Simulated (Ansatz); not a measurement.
The system is CdS.

```
CELL_PARAMETERS angstrom
0.00000 2.75324 2.75324
2.75324 0.00000 2.75324
2.75324 2.75324 0.00000
ATOMIC_POSITIONS crystal
Cd 0.00000 0.00000 0.00000
S 0.50000 0.50000 0.50000
```

Measurements of this composition are mostly on another form, of space group No. 186.

| Item | Value |
| --- | --- |
| Program | Ansatz 0.2.0 |
| Task | relaxation of cell and atoms |
| Functional | RPBE |
| Potentials or basis | Ansatz PAW |
| Cutoff | 420 eV (not typed: the program's choice for these potentials) |
| k mesh | 8 × 8 × 8 |
| Occupations | fermi-dirac, width 0.05 eV |
| Spin | no spin polarisation |

At the start: volume 20.87 Å³/atom.

Task: How do energy, volume and symmetry change on relaxing?

Result: It ends after 6 steps and the volume is 21.53 Å³/atom (+3.2 %); space group Fm-3m (No. 225, to 0.05 Å).

Step by step:
```csv
step,energy change (eV),largest force (eV/Å),volume (Å³)
1,0.0000,0.0000,41.74
2,-0.0066,0.0000,43.66
3,-0.0082,0.0000,43.11
4,-0.0086,0.0000,43.11
5,-0.0086,0.0000,43.07
6,-0.0086,0.0000,43.07
```

Final structure:
```
CELL_PARAMETERS angstrom
0.00000 2.78211 2.78211
2.78211 0.00000 2.78211
2.78211 2.78211 0.00000
ATOMIC_POSITIONS crystal
Cd 0.00000 0.00000 0.00000
S 0.50000 0.50000 0.50000
```

Caveat: the plane-wave basis is chosen anew once the cell has moved, so the energies of steps on either side of that aren't comparable; the PAW data sets come from PBE, with cores solved anew for the run's functional, which leaves a small shift of forces and pressure.
